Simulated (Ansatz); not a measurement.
# WC: the cost of one run

All numbers below are computed with Ansatz 0.2.0 (DFT PBE, plane waves, PAW, scalar-relativistic, no spin polarisation).

The COD cell was measured well above room temperature, so it is larger than a cold one.

## Step 1: The system as given

The cell holds 16 atoms (C8W8): a = 5.910 Å, b = 5.118 Å, c = 5.795 Å, α = 90.00°, β = 90.00°, γ = 90.00°.

As a file:

```xyz
16
Lattice="-2.9549 -5.1181 0.0000 4.4324 -2.5591 0.0000 0.0000 0.0000 5.7954" Properties=species:S:1:pos:R:3 pbc="T T T"
W     0.0000   -5.1181    0.0000
C     1.4775   -4.2651    1.4489
W     0.0000   -5.1181    2.8977
C     1.4775   -4.2651    4.3466
W    -1.4775   -2.5591    0.0000
C     0.0000   -1.7060    1.4489
W    -1.4775   -2.5591    2.8977
C     0.0000   -1.7060    4.3466
W     1.4775   -2.5591    0.0000
C     2.9549   -1.7060    1.4489
W     1.4775   -2.5591    2.8977
C     2.9549   -1.7060    4.3466
W     0.0000    0.0000    0.0000
C    -1.4775   -4.2651    1.4489
W     0.0000    0.0000    2.8977
C    -1.4775   -4.2651    4.3466
```

## Step 2: Run 1

220 steps of 1.5 fs under a Langevin thermostat at 2000 K.

Contents of input.yaml:

```yaml
accuracy: low
crystal:
  lattice:
    - [-2.954943, -5.118112, 0.0]
    - [4.432415, -2.559056, 0.0]
    - [0.0, 0.0, 5.795448]
  atoms:
    - { symbol: W, position: [0.75, 0.5, 0.0] }
    - { symbol: C, position: [0.5, 0.6666667, 0.25] }
    - { symbol: W, position: [0.75, 0.5, 0.5] }
    - { symbol: C, position: [0.5, 0.6666667, 0.75] }
    - { symbol: W, position: [0.5, 0.0, 0.0] }
    - { symbol: C, position: [0.25, 0.1666667, 0.25] }
    - { symbol: W, position: [0.5, 0.0, 0.5] }
    - { symbol: C, position: [0.25, 0.1666667, 0.75] }
    - { symbol: W, position: [0.25, 0.5, 0.0] }
    - { symbol: C, position: [0.0, 0.6666667, 0.25] }
    - { symbol: W, position: [0.25, 0.5, 0.5] }
    - { symbol: C, position: [0.0, 0.6666667, 0.75] }
    - { symbol: W, position: [0.0, 0.0, 0.0] }
    - { symbol: C, position: [0.75, 0.1666667, 0.25] }
    - { symbol: W, position: [0.0, 0.0, 0.5] }
    - { symbol: C, position: [0.75, 0.1666667, 0.75] }
basis:
  ecutwfc: 420.0
kpoints:
  mp_grid: { grid: [2, 2, 2] }
hamiltonian:
  xc: pbe
  pseudopotentials: { kind: paw, azcp: { folder: soft_1 } }
scf:
  occupations: { method: fermi_dirac, width: 0.17 }
  lower_state_search: "off"
md:
  timestep: 1.5
  n_steps: 220
  ensemble: nvt_langevin
  temperature: 2000.0
  initial_velocities: maxwell_boltzmann
  seed: 894447
  friction: 0.02
```

Command:

```console
> ansatz run input.yaml --threads 1 --pin off --max-ram 3072MiB --backend cpu --events-out ev --progress --plain --runs-dir out
```

What time and memory should one allow on 1 thread of Arm Neoverse V1, shared host?

About 21 min, with a peak of 0.51 GiB.
